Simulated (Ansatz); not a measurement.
# TaN: stress in a strained cell

TaN is deformed so: equal xx and yy strain of +1 %. What stress and forces result, by LAPW, PAW and all-electron datasets made for the crystal?

Program: Ansatz 0.2.0. Level of theory: DFT PBEsol, scalar-relativistic. These are calculated values, not measurements.

## (1) The structure to begin with

Symmetry: P6_3/mmc, No. 194, hexagonal system. Conventional cell: a = 3.048 Å, b = 3.048 Å, c = 4.918 Å, α = 90.00°, β = 90.00°, γ = 120.00°. Around Ta (site symmetry -3m) lie 6 N at 2.15 Å and 2 Ta at 2.46 Å. Around N (site symmetry -6m2) lie 6 Ta at 2.15 Å.

As a file:

```
Ta N
1.0
     3.04800    0.00000    0.00000
    -1.52400    2.63965    0.00000
     0.00000    0.00000    4.91800
Ta N
2 2
Cartesian
  0.0000 0.0000 0.0000
  0.0000 0.0000 2.4590
  0.0000 1.7598 1.2295
  1.5240 0.8799 3.6885
```

Atoms are numbered in the order of the input: Ta1, Ta2, N3, N4.

## (2) After the deformation

Space group P6_3/mmc before, P6_3/mmc after.

## (3) All-electron LAPW

Contents of input.yaml:

```yaml
crystal:
  lattice:
    - [3.0784819984, 0.0, 0.0]
    - [-1.5392409992, 2.6660436156, 0.0]
    - [0.0, 0.0, 4.918]
  atoms:
    - { symbol: Ta, position: [0.0, 0.0, 0.0] }
    - { symbol: Ta, position: [0.0, 0.0, 0.5] }
    - { symbol: "N", position: [0.3333333333, 0.6666666667, 0.25] }
    - { symbol: "N", position: [0.6666666667, 0.3333333333, 0.75] }
kpoints:
  mp_grid: { grid: [9, 9, 5] }
  band_path:
    path:
      - [0.0, 0.0, 0.0]
      - [0.5, 0.0, 0.0]
      - [0.3333333333, 0.3333333333, 0.0]
      - [0.0, 0.0, 0.0]
      - [0.0, 0.0, 0.5]
      - [0.5, 0.0, 0.5]
      - [0.3333333333, 0.3333333333, 0.5]
      - [0.0, 0.0, 0.5]
      - [0.5, 0.0, 0.5]
    npoints: 5
scf:
  occupations: { method: fermi_dirac, width: 0.01 }
hamiltonian:
  xc: pbesol
  pseudopotentials: { kind: all_electron, lapw: { basis_error: 0.0005 } }
output:
  forces: true
  stress: true
  eigenvalues: true
```

On the command line:

```console
ansatz run input.yaml --threads 1 --pin off --max-ram 6144MiB --backend cpu --events-out ev --progress --plain --runs-dir out
```

## (4) PAW with frozen cores

Contents of input.yaml:

```yaml
crystal:
  lattice:
    - [3.0784819984, 0.0, 0.0]
    - [-1.5392409992, 2.6660436156, 0.0]
    - [0.0, 0.0, 4.918]
  atoms:
    - { symbol: Ta, position: [0.0, 0.0, 0.0] }
    - { symbol: Ta, position: [0.0, 0.0, 0.5] }
    - { symbol: "N", position: [0.3333333333, 0.6666666667, 0.25] }
    - { symbol: "N", position: [0.6666666667, 0.3333333333, 0.75] }
kpoints:
  mp_grid: { grid: [9, 9, 5] }
scf:
  occupations: { method: fermi_dirac, width: 0.01 }
hamiltonian:
  xc: pbesol
  pseudopotentials: { kind: paw }
output:
  forces: true
  stress: true
  eigenvalues: true
  efg: { contact_densities: true }
```

## (5) All-electron PAW on datasets made for the crystal

Edit input.yaml of step 4 so:

```diff
@@ -16,3 +16,3 @@
   xc: pbesol
-  pseudopotentials: { kind: paw }
+  pseudopotentials: { kind: all_electron, datasets: crystal }
 output:
```

(Steps that only read results are left out.)

What does the calculation give? Wanted: pressure; largest shear or deviatoric stress.

As calculated:

| quantity | value |
| --- | --- |
| pressure | LAPW 39.31, PAW 39.80, crystal datasets 39.31 GPa |
| largest shear or deviatoric stress (LAPW) | 53.14 GPa |

**Reading.** The largest part of the stress beyond the pressure is 53.14 GPa in size, in the zz component; the atoms are carried along and not relaxed. No run of the undeformed cell stands beside it, so the pressure holds what the given cell had before the change. PAW: stress within 0.75 GPa of LAPW. Crystal datasets: stress within 0.01 GPa of LAPW. Spin-orbit coupling is left out, though the cell holds Ta; in elements this heavy it can shift bands and gaps by tenths of an eV.
